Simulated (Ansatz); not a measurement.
Sb:

```
CELL_PARAMETERS angstrom
0.00000 2.37124 2.37124
2.37124 0.00000 2.37124
2.37124 2.37124 0.00000
ATOMIC_POSITIONS crystal
Sb 0.00000 0.00000 0.00000
```

This isn't the form of Sb at room conditions, which is rhombohedral.

Base run:

```yaml
Program: Ansatz 0.2.0
Functional: PBEsol
Potentials_or_basis: all-electron LAPW, scalar-relativistic
Cutoff: 156 eV (chosen from the basis error)
Basis_error_allowed: 0.001 eV/atom
k_mesh: 10 × 10 × 10
Occupations: fermi-dirac, width 0.05 eV
Spin: no spin polarisation
```

Its results: pressure -1.2 GPa.

Task: The run is repeated on the same cell with these changes: functional from PBEsol to PBE. What comes out?

Result: Pressure 1.9 GPa.

PBE binds less tightly than PBEsol, so the same cell stands under more pressure.
